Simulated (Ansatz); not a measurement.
# HfO2: a single point and what it writes

Aim: for HfO2, a database structure at a slightly changed volume, find gap or metal, charges, bonding, and the stress on the cell. The atoms and the cell stay fixed.

All numbers below are computed with Ansatz 0.2.0 (DFT, PBE, no spin polarisation, plane waves, PAW).

## (1) Geometry

The structure is monoclinic, space group P2_1/c (No. 14). The conventional cell has a = 5.162 Å, b = 5.230 Å, c = 5.329 Å, α = 90.00°, β = 99.35°, γ = 90.00°. O (site symmetry 1) has 4 Hf at 2.16 to 2.27 Å as nearest neighbours. Hf (site symmetry 1) is surrounded by 7 O at 2.05 to 2.27 Å. Around O (site symmetry 1) lie 3 Hf at 2.05 to 2.14 Å.

In its conventional cell, by symmetry (the run takes the cell typed in the input):

```cif
data_structure
_symmetry_space_group_name_H-M 'P2_1/c'
_symmetry_Int_Tables_number 14
_cell_length_a 5.1620
_cell_length_b 5.2303
_cell_length_c 5.3295
_cell_angle_alpha 90.000
_cell_angle_beta 99.352
_cell_angle_gamma 90.000
_cell_volume 141.98
loop_
_atom_site_label
_atom_site_type_symbol
_atom_site_symmetry_multiplicity
_atom_site_Wyckoff_symbol
_atom_site_fract_x
_atom_site_fract_y
_atom_site_fract_z
_atom_site_occupancy
O1 O 4 e 0.44870 0.75810 0.48010 1
Hf1 Hf 4 e 0.27550 0.03970 0.20800 1
O2 O 4 e 0.07420 0.33160 0.34670 1
```

Its first density is an earlier solution for the same cell, read from a checkpoint.

## (2) Self-consistent run

Input file input.yaml:

```yaml
crystal:
  lattice:
    - [5.161969, 0.0, 0.0]
    - [0.0, 5.23025, 0.0]
    - [-0.866037, 0.0, 5.258662]
  atoms:
    - { symbol: O, position: [0.4487, 0.7581, 0.4801] }
    - { symbol: O, position: [0.5513, 0.2581, 0.0199] }
    - { symbol: O, position: [0.5513, 0.2419, 0.5199] }
    - { symbol: O, position: [0.4487, 0.7419, 0.9801] }
    - { symbol: Hf, position: [0.2755, 0.0397, 0.208] }
    - { symbol: Hf, position: [0.7245, 0.5397, 0.292] }
    - { symbol: Hf, position: [0.7245, 0.9603, 0.792] }
    - { symbol: Hf, position: [0.2755, 0.4603, 0.708] }
    - { symbol: O, position: [0.0742, 0.3316, 0.3467] }
    - { symbol: O, position: [0.9258, 0.8316, 0.1533] }
    - { symbol: O, position: [0.9258, 0.6684, 0.6533] }
    - { symbol: O, position: [0.0742, 0.1684, 0.8467] }
  symmetry: { tolerance: 0.0003 }
kpoints:
  mp_grid: { grid: [5, 5, 5], shift: [0, 0, 0] }
  band_path:
    path:
      - [0.0, 0.0, 0.0]
      - [0.0, 0.5, 0.0]
      - [0.0, 0.5, 0.5]
      - [0.0, 0.0, 0.5]
      - [0.0, 0.0, 0.0]
      - [-0.5, 0.0, 0.5]
      - [-0.5, 0.5, 0.5]
      - [0.0, 0.5, 0.0]
      - [-0.5, 0.5, 0.0]
    npoints: 6
magnetization:
  spin_polarized: false
scf:
  occupations: { method: methfessel_paxton, width: 0.0527 }
  lower_state_search: "off"
  max_iter: 200
hamiltonian:
  pseudopotentials: { kind: paw }
  xc: pbe
basis:
  ecutwfc: 420
  fft_grid_basis: typed
output:
  forces: true
  stress: true
  eigenvalues: true
  bader: true
  populations: true
  elf: true
  write_potential: true
  volumetric_format: npy
  dos:
    e_range: [-12, 8]
    de: 0.05
    projected: { site_lists: { Hf: [Hf], O: [O] } }
checkpoint:
  read: saved_state
```

What does the calculation give? Wanted: largest force; pressure; gap; least direct gap; Bader charges.

**Answer**, as computed:

```
                                      quantity                         value
                                 largest force               0.412 eV/Å on O
                                      pressure                      -0.4 GPa
formation energy (elements from separate runs)                 -3.46 eV/atom
                           gap (mesh and path)             4.12 eV, indirect
                              least direct gap                       4.18 eV
                                 Bader charges  O -1.35 to -1.30, Hf +2.65 e
```

It is gapped: 4.12 eV, with the least direct gap at 4.18 eV. A semilocal functional usually gives too small a gap. The cell is close to its equilibrium volume (-0.4 GPa) for these atomic positions, and unequal principal stresses would change its shape. Against the elements' reference phases (O2 molecule, Hf hcp; separate runs with the same functional) the formation energy is -3.46 eV per atom, so it is bound against them, though other compounds may compete. The atoms are not at rest: the largest force, 0.41 eV/Å, acts on O.
